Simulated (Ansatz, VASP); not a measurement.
## One calculation of TiH2, two programs

File INCAR:

```
SYSTEM = TiH2
ALGO = Fast
EDIFF = 1E-7
ENCUT = 520
GGA = PS
ISIF = 2
ISMEAR = 0
LASPH = .TRUE.
LCHARG = .FALSE.
LREAL = .FALSE.
LWAVE = .FALSE.
NBANDS = 14
NELM = 100
PREC = Accurate
SIGMA = 0.15
```

KPOINTS

```
k-points
0
G
  18 18 18
  0 0 0
```

The input POSCAR:

```
TiH2
1.0
    0.0000000000      2.2158000000      2.2158000000
    2.2158000000      0.0000000000      2.2158000000
    2.2158000000      2.2158000000      0.0000000000
Ti H
1 2
Direct
    0.0000000000      0.0000000000      0.0000000000
    0.3628260673      0.3628260673      0.1371739327
    0.8628260673      0.8628260673      0.6371739327
```

Input for Ansatz:

```yaml
crystal:
  lattice:
    - [0.0, 2.2158, 2.2158]
    - [2.2158, 0.0, 2.2158]
    - [2.2158, 2.2158, 0.0]
  atoms:
    - { symbol: Ti, position: [0.0, 0.0, 0.0] }
    - { symbol: H, position: [0.3628260673, 0.3628260673, 0.1371739327] }
    - { symbol: H, position: [0.8628260673, 0.8628260673, 0.6371739327] }
basis:
  ecutwfc: 420
kpoints:
  mp_grid: { grid: [18, 18, 18] }
hamiltonian:
  xc: pbesol
scf:
  occupations: { method: gaussian, width: 0.15 }
output:
  forces: true
  stress: true
  eigenvalues: true
```

Change from the starting cell: all H atoms moved -0.500 Å, as atom 2 towards its neighbour atom 3 (H) at 2.216 Å.

Alike in both runs: task single point; functional PBEsol; k mesh 18 × 18 × 18; occupations gaussian, width 0.15 eV; no spin polarisation.

|  | VASP | Ansatz |
| --- | --- | --- |
| version | VASP 6.6.1 | Ansatz 0.2.0 |
| potentials or method | VASP PAW PBE potentials, release 64 (Ti_sv, H) | scalar-relativistic, plane waves, PAW |
| plane-wave cutoff (eV) | 520 | 420 |
| valence electrons in the cell | 14 | 14 |

Ansatz gave:

| Item | Value |
| --- | --- |
| gap on the k mesh at the Fermi level (eV) | none |
| pressure (GPa) | 9.1 |
| largest component of the traceless stress (GPa) | 8.07 |
| rms of the force components (eV/Å) | 1.575 |

Question: What did VASP give for the same quantities?

Answer: gap on the k mesh at the Fermi level (eV): none; pressure (GPa): 9.8; largest component of the traceless stress (GPa): 8.13; rms of the force components (eV/Å): 1.574.

Atom by atom the forces differ by 0.001 eV/Å (rms over components). A gap of «none» marks a metal or a gap that the smearing closes.

Caveats: the PAW data sets were made with another functional, which shifts forces and pressure a little (VASP).
